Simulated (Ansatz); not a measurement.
# Field gradients at the nuclei in Co under strain

The cell is an entry of the Crystallography Open Database (COD), relaxed with PBE at fixed cell and then changed (z stretched by 1 %, ions relaxed).

```
Co
1.0
     2.50540    0.00000    0.00000
    -1.25270    2.16974    0.00000
     0.00000    0.00000    4.13019
Co
2
Direct
  0.33333 0.66667 0.25000
  0.66667 0.33333 0.75000
```

Atoms are numbered from 1 in the order listed; like atoms form one site, named after its first atom.

Method: Kohn–Sham DFT in Ansatz, PBE, plane waves and PAW, scalar-relativistic, collinear spin, 420 eV cutoff, Γ-centred 21×21×11 k-points, Fermi–Dirac smearing 0.05 eV. Start moments as typed (μB): 2 on each Co.

Conventions: |V_zz| ≥ |V_yy| ≥ |V_xx|, η = (V_xx − V_yy)/V_zz, C_Q = eQV_zz/h. ν_Q = 3|C_Q|/[2I(2I − 1)].

⁵⁹Co: I = 7/2, Q = 420.0 mb. Quadrupole moments are those of Pyykkö's year-2017 table.

(1) What field gradients does the calculation give at each kind of site?

## Answers

(1) 

```tsv
site	atoms (order as listed)	first shell	C_Q (MHz)	η	ν_Q (MHz)
Co	1, 2	12 Co at 2.51–2.52 Å	1.94	0.00	0.139
```

An axis of threefold or higher order runs through Co, so V_zz lies along it and η is zero.

The run finds no gap above 0.1 eV (a metal, or nearly one), so the gradients can move by 10 % or more with the k-mesh. With these PAW files V_zz is typically within 2 to 3 % of all-electron values, but misses above 10 % occur on Co. At this changed cell the PBE pressure is -6 GPa.

The relaxation (1 step) took 21 s of wall time (21 s of CPU time) and 0.64 GiB at its peak, on 1 thread of Intel Xeon Platinum 8375C CPU @ 2.90GHz (Ice Lake) (x86_64; 16 cores open to the job, memory cap 3.0 GiB, no GPU), a shared host with a load of 0.6 a core.
